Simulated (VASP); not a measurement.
The system is GaP.

```
CELL_PARAMETERS angstrom
0.00000 2.71843 2.71843
2.71843 0.00000 2.71843
2.71843 2.71843 0.00000
ATOMIC_POSITIONS crystal
Ga 0.00000 0.00000 0.00000
P 0.25000 0.25000 0.25000
```

Base run:

| Quantity | Value |
| --- | --- |
| Program | VASP 6.6.1 |
| Functional | PBEsol |
| Potentials or basis | VASP PAW PBE potentials, release 64 (Ga_d, P) |
| Cutoff | 520 eV |
| k mesh | 10 × 10 × 10 |
| Occupations | gaussian, width 0.03 eV |
| Spin | no spin polarisation |

Its results: band gap on the k mesh 1.47 eV, indirect (least direct gap 1.81 eV); pressure 0.0 GPa.

Task: The run is repeated on the same cell with these changes: functional from PBEsol to LDA; potentials or basis from VASP PAW PBE potentials, release 64 (Ga_d, P) to VASP PAW LDA potentials, release 64 (Ga_d, P). What comes out?

Result: Band gap on the k mesh 1.44 eV, indirect (least direct gap 1.70 eV); pressure -2.0 GPa.

Caveats: the PAW data sets were made with another functional, which shifts forces and pressure a little (some runs).
